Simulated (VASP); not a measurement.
# Te2Mo (P2_1/m) in VASP: a series of runs

The runs below take Te2Mo through phonons, with LDA, PBE+D3(BJ).

All numbers are computed with VASP 6.6.1; they aren't measurements. Logs are shortened: lines on timing, memory, paths and dates and some standing lists are left out, and cuts for length are marked.

## (1) Starting point

The structure is monoclinic, space group P2_1/m (No. 11). The conventional cell has a = 6.306 Å, b = 3.446 Å, c = 13.287 Å, α = 90.00°, β = 93.32°, γ = 90.00°. Te (site symmetry m) has 3 Mo at 2.68 Å as nearest neighbours. Te (site symmetry m) is surrounded by 3 Mo at 2.76 to 2.78 Å. Te (site symmetry m) is surrounded by 3 Mo at 2.67 to 2.68 Å. Te (site symmetry m) is surrounded by 3 Mo at 2.76 to 2.78 Å. Around Mo (site symmetry m) lie 6 Te at 2.68 to 2.78 Å and 2 Mo at 2.87 Å. Around Mo (site symmetry m) lie 6 Te at 2.67 to 2.78 Å and 2 Mo at 2.87 Å.

## (2) Phonons, LDA

File POSCAR:

```
Te2Mo
1.0
    6.3057851760      0.0000000000      0.0413584431
    0.0000000000      3.4455572782      0.0000000000
   -0.8555362646      0.0000000000     13.2598185506
  Te              Mo
     8     4
Direct
     0.5602586656585331    0.7500000000000000    0.3467154751417228
     0.4397413343414672    0.2500000000000000    0.6532845248582774
     0.5849471058828971    0.2500000000000000    0.1051170237664564
     0.4150528941171031    0.7500000000000000    0.8948829762335507
     0.0922893377031942    0.7500000000000000    0.1535824723119917
     0.9077106622968057    0.2500000000000000    0.8464175276880084
     0.0574560924368635    0.2500000000000000    0.3946457052644571
     0.9425439075631367    0.7500000000000000    0.6053542947355426
     0.3196522416058706    0.7500000000000000    0.5064243610932052
     0.6803477583941292    0.2500000000000000    0.4935756389067949
     0.1824464018894952    0.2500000000000000    0.0075035877119804
     0.8175535981105048    0.7500000000000000    0.9924964122880198
```

File INCAR.step1:

```
SYSTEM = Te2Mo
PREC     = Accurate       ! precision mode
ENCUT    = 600            ! plane-wave cutoff, eV
EDIFF    = 1E-8           ! SCF threshold, eV
ISMEAR   = 0              ! smearing method
SIGMA    = 0.03           ! smearing width, eV
LREAL    = .FALSE.        ! projectors in reciprocal space
LASPH    = .TRUE.         ! aspherical terms in the spheres
NELM     = 80             ! most SCF steps
ALGO     = Fast           ! electronic algorithm
ISIF     = 3              ! what is computed and relaxed
LWAVE    = .FALSE.        ! write WAVECAR
LCHARG   = .FALSE.        ! write CHGCAR
GGA      = CA             ! functional
KPAR     = 4            
IBRION   = 2              ! ionic algorithm
NSW      = 40             ! ionic steps
EDIFFG   = -0.002         ! ionic threshold
```

File INCAR.step2:

```
SYSTEM = Te2Mo
PREC     = Accurate       ! precision mode
ENCUT    = 600            ! plane-wave cutoff, eV
EDIFF    = 1E-8           ! SCF threshold, eV
ISMEAR   = 0              ! smearing method
SIGMA    = 0.03           ! smearing width, eV
LREAL    = .FALSE.        ! projectors in reciprocal space
LASPH    = .TRUE.         ! aspherical terms in the spheres
NELM     = 80             ! most SCF steps
ALGO     = Fast           ! electronic algorithm
ISIF     = 2              ! what is computed and relaxed
LWAVE    = .FALSE.        ! write WAVECAR
LCHARG   = .FALSE.        ! write CHGCAR
GGA      = CA             ! functional
KPAR     = 4            
IBRION   = 6              ! ionic algorithm
NFREE    = 2            
POTIM    = 0.015          ! step
NSW      = 1              ! ionic steps
```

File KPOINTS:

```
regular mesh
0
G
  4 8 2
  0 0 0
```

Potentials or basis: VASP PAW LDA potentials, release 64 (Te, Mo_sv).

Launch:

```console
> cat potpaw_LDA.64/Te/POTCAR potpaw_LDA.64/Mo_sv/POTCAR > POTCAR
> cp INCAR.step1 INCAR
> mpirun -np 4 vasp_std > vasp.out
> cp CONTCAR POSCAR
> cp INCAR.step2 INCAR
> mpirun -np 4 vasp_std > vasp.out
```

OUTCAR:

```text
SYSTEM = Te2Mo
   PREC = Accurate
   ENCUT = 600
   EDIFF = 1E-8
   ISMEAR = 0
   LREAL = .FALSE.
   LASPH = .TRUE.
   NELM = 80
   ISIF = 2
   GGA = CA
   IBRION = 6
   NFREE = 2
   POTIM = 0.015
   NSW = 1

 ion  position               nearest neighbor table
   1  0.560  0.750  0.347-  10 2.68  10 2.68   9 2.68   7 3.60   7 3.60   3 3.65   3 3.65
   2  0.440  0.250  0.653-   9 2.68   9 2.68  10 2.68   8 3.60   8 3.60   4 3.65   4 3.65
   3  0.585  0.250  0.105-  12 2.76  12 2.76  11 2.78   4 3.40   4 3.40   5 3.64   5 3.64   1 3.65
                             1 3.65   5 3.66   5 3.66
   4  0.415  0.750  0.895-  11 2.76  11 2.76  12 2.78   3 3.40   3 3.40   6 3.64   6 3.64   2 3.65
                             2 3.65   6 3.66   6 3.66
   5  0.092  0.750  0.154-  12 2.68  11 2.68  11 2.68   3 3.64   3 3.64   7 3.65   7 3.65   3 3.66
                             3 3.66
   6  0.908  0.250  0.846-  11 2.68  12 2.68  12 2.68   4 3.64   4 3.64   8 3.65   8 3.65   4 3.66
                             4 3.66
   7  0.057  0.250  0.395-   9 2.76   9 2.76  10 2.78   8 3.40   8 3.40   1 3.60   1 3.60   5 3.65
                             5 3.65
   8  0.943  0.750  0.605-  10 2.76  10 2.76   9 2.78   7 3.40   7 3.40   2 3.60   2 3.60   6 3.65
                             6 3.65
   9  0.320  0.750  0.506-   2 2.68   2 2.68   1 2.68   7 2.76   7 2.76   8 2.78  10 2.87  10 2.87

  10  0.680  0.250  0.494-   1 2.68   1 2.68   2 2.68   8 2.76   8 2.76   7 2.78   9 2.87   9 2.87

  11  0.182  0.250  0.007-   6 2.68   5 2.68   5 2.68   4 2.76   4 2.76   3 2.78  12 2.87  12 2.87

  12  0.818  0.750  0.993-   5 2.68   6 2.68   6 2.68   3 2.76   3 2.76   4 2.78  11 2.87  11 2.87

  LATTYP: Found a simple monoclinic cell.
 ALAT       =     6.3053130232
 B/A-ratio  =     0.5464391284
 C/A-ratio  =     2.1073836708
 COS(beta)  =    -0.0577608245

  Lattice vectors:

 A1 = (   6.3051758939,   0.0000000000,   0.0415844537)
 A2 = (   0.0000000000,   3.4454697530,   0.0000000000)
 A3 = (  -0.8549806954,   0.0000000000,  13.2601788640)

Analysis of symmetry for initial positions (statically):
=====================================================================
 Subroutine PRICEL returns:
 Original cell was already a primitive cell.

 Routine SETGRP: Setting up the symmetry group for a
 simple monoclinic supercell.

 Subroutine GETGRP returns: Found  4 space group operations
 (whereof  2 operations were pure point group operations)
[... 324 lines left out ...]

[... ionic steps 4 to 34 ...]

--------------------------------------- Ionic step       35  -------------------------------------------

 number of electron     104.0000002 magnetization

------------------------ aborting loop because EDIFF is reached ----------------------------------------
[... 87 lines left out ...]
--------------------------------------- Ionic step       37  -------------------------------------------

 number of electron     104.0000002 magnetization

 Free energy of the ion-electron system (eV)
  ---------------------------------------------------
  ext. energy  EPLUGINS =         0.00000000
  ---------------------------------------------------
  free energy    TOTEN  =       -82.31220402 eV

  energy without entropy =      -82.31069207  energy(sigma->0) =      -82.31144804

 E-fermi :   8.8919     XC(G=0): -10.8494

 val. band max:        8.8871284132   @ k =   0.0000   0.2500   0.5000
 cond. band min:       8.9119012531   @ k =   0.2500   0.0000   0.5000
 fundamental gap:      0.0247728398
 Fermi energy:         8.8918859974

 k-point     1 :       0.0000    0.0000    0.0000
  band No.  band energies     occupation
      1     -51.8749      2.00000
      2     -51.8410      2.00000
      3     -51.8075      2.00000
      4     -51.7748      2.00000
      5     -26.3556      2.00000
      6     -26.3212      2.00000
[... 1549 lines left out ...]
     61      10.8315      0.00000
     62      10.8724      0.00000

 [... further k-points ...]
[... 5 lines left out ...]
  --------------------------------------------------------------------------------------
  -------------------------------------------------------------------------------------
  Total        0.0881087     -0.0843390     -0.0013303      0.0000000      0.0000000      0.1209115
  in kB        0.4898351     -0.4688777     -0.0073956      0.0000000      0.0000000      0.6722003
  external PRESSURE =       0.0045206 kB  Pullay stress =       0.0000000 kB
[... 27 lines left out ...]
  FREE ENERGIE OF THE ION-ELECTRON SYSTEM (eV)
  ---------------------------------------------------
  free  energy   TOTEN  =       -82.3122040221 eV

  energy  without entropy=      -82.3106920665  energy(sigma->0) =      -82.31144804

 INTERNAL STRAIN TENSORS FROM DISPLACED ATOMS
 ============================================

 INTERNAL STRAIN TENSOR FOR ION    1 for displacements in x,y,z  (eV/Angst):
          X           Y           Z          XY          YZ          ZX
  --------------------------------------------------------------------------------
  x    -3.80358     3.38337    -1.07562     0.00000     0.00000     8.92304
  y     0.00000     0.00000     0.00000     4.85004    11.52020     0.00000
  z     8.82091    10.28569    26.81624     0.00000     0.00000    -0.99589
[... 8 lines left out ...]
 INTERNAL STRAIN TENSOR FOR ION   12 for displacements in x,y,z  (eV/Angst):
          X           Y           Z          XY          YZ          ZX
  --------------------------------------------------------------------------------
  x    -0.93757     2.97163     7.50699     0.00000     0.00000     5.50132
  y     0.00000     0.00000     0.00000     0.41960    -5.94993     0.00000
  z     5.26447    -6.16460    -0.13868     0.00000     0.00000     8.05774

 Eigenvectors and eigenvalues of the dynamical matrix
   1 f  =    8.287316 THz    52.070739 2PiTHz  276.435091 cm-1    34.273568 meV
   2 f  =    8.230854 THz    51.715984 2PiTHz  274.551753 cm-1    34.040064 meV
   3 f  =    8.160825 THz    51.275974 2PiTHz  272.215814 cm-1    33.750444 meV
   4 f  =    8.147209 THz    51.190421 2PiTHz  271.761624 cm-1    33.694132 meV
   5 f  =    7.815930 THz    49.108938 2PiTHz  260.711371 cm-1    32.324076 meV
   6 f  =    7.216188 THz    45.340645 2PiTHz  240.706117 cm-1    29.843742 meV
[... 25 lines left out ...]
  32 f  =    1.089045 THz     6.842673 2PiTHz   36.326640 cm-1     4.503927 meV
  33 f  =    0.350326 THz     2.201165 2PiTHz   11.685626 cm-1     1.448832 meV
  34 f/i=    0.000902 THz     0.005669 2PiTHz    0.030095 cm-1     0.003731 meV
  35 f/i=    0.001729 THz     0.010866 2PiTHz    0.057686 cm-1     0.007152 meV
  36 f/i=    0.007537 THz     0.047356 2PiTHz    0.251407 cm-1     0.031170 meV

 ELASTIC MODULI CONTR FROM IONIC RELAXATION (kBar)
 Direction    XX          YY          ZZ          XY          YZ          ZX
 --------------------------------------------------------------------------------
 XX        -359.3886   -124.8532   -539.1803      0.0000     -0.0000     10.6697
 YY        -124.8532   -332.9976   -521.4965      0.0000      0.0000    -21.4783
 ZZ        -539.1803   -521.4965  -1341.7557      0.0000      0.0000    -16.1024
 XY           0.0000      0.0000      0.0000   -140.6990     -1.6545     -0.0000
 YZ          -0.0000      0.0000      0.0000     -1.6545   -584.8510      0.0000
 ZX          10.6697    -21.4783    -16.1024     -0.0000      0.0000   -735.9307
 --------------------------------------------------------------------------------
```

OSZICAR.step1:

```text
N       E                     dE             d eps       ncg     rms          rms(c)
DAV:   1     0.101005345118E+04    0.10101E+04   -0.56723E+04  4080   0.170E+03
DAV:   2    -0.107331064695E+02   -0.10208E+04   -0.99713E+03  4326   0.399E+02
DAV:   3    -0.822366961863E+02   -0.71504E+02   -0.69429E+02  4612   0.877E+01
[... 64 lines left out ...]
RMM:   2    -0.823145245727E+02   -0.16749E-05   -0.22593E-05  3720   0.228E-02    0.280E-03
RMM:   3    -0.823145246222E+02   -0.49482E-07   -0.21192E-06  3822   0.647E-03    0.175E-03
RMM:   4    -0.823145246413E+02   -0.19163E-07   -0.47467E-07  4087   0.277E-03    0.173E-03
RMM:   5    -0.823145246349E+02    0.64811E-08   -0.11937E-07  3842   0.130E-03    0.125E-03
RMM:   6    -0.823145246317E+02    0.31232E-08   -0.35398E-08  2614   0.670E-04
   7 F= -.82314525E+02 E0= -.82313784E+02  d E =-.206161E-05
```

It took 76 min on 4 MPI ranks of AMD EPYC 9R45 (Zen 5), shared host; peak memory 1 GiB.

Results:

```
Highest phonon frequency at Γ, LO-TO splitting left out : 276 cm⁻¹
```

Phonon frequencies in cm⁻¹ (negative: imaginary):
| q point | frequencies |
| --- | --- |
| (0.000, 0.000, 0.000) | 0 0 0 12 36 37 80 89 94 99 112 115 115 115 119 119 120 128 134 135 136 141 159 170 192 193 203 210 212 212 241 261 272 272 275 276 |

The run has no spin-orbit coupling, so splittings on Te are missing.

(Continued in part 2 of 2.)
